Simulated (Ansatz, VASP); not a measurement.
# One calculation of ZnS, two programs

```xyz
2
Lattice="0.0000 2.5270 2.5270 2.5270 0.0000 2.5270 2.5270 2.5270 0.0000" Properties=species:S:1:pos:R:3 pbc="T T T"
Zn    1.2635    1.2635    1.2635
S     0.0000    0.0000    0.0000
```

Alike in both runs: task single point; functional PBEsol; k mesh 8 × 8 × 8; occupations gaussian, width 0.05 eV; no spin polarisation.

```csv
,VASP,Ansatz
version,VASP 6.6.1,Ansatz 0.2.0
potentials or method,"VASP PAW PBE potentials, release 64 (Zn, S)","scalar-relativistic, plane waves, PAW"
plane-wave cutoff (eV),520,420
valence electrons in the cell,18,18
```

|  | VASP | Ansatz | Ansatz less VASP |
| --- | --- | --- | --- |
| gap on the k mesh at the Fermi level (eV) | 2.72 | 2.71 | -0.010 |
| least direct gap on the mesh (eV) | 2.89 | 2.87 | -0.026 |
| pressure (GPa) | 20.6 | 20.3 | -0.37 |

Caveats: so large a pressure means that the cell lies far from this level's equilibrium, or that cutoff or potentials fall short (VASP); the potentials were made for another functional, which shifts forces and pressure (VASP). A k mesh can miss the band edges. A hybrid or GW would open this gap; PBEsol tends to underestimate it.
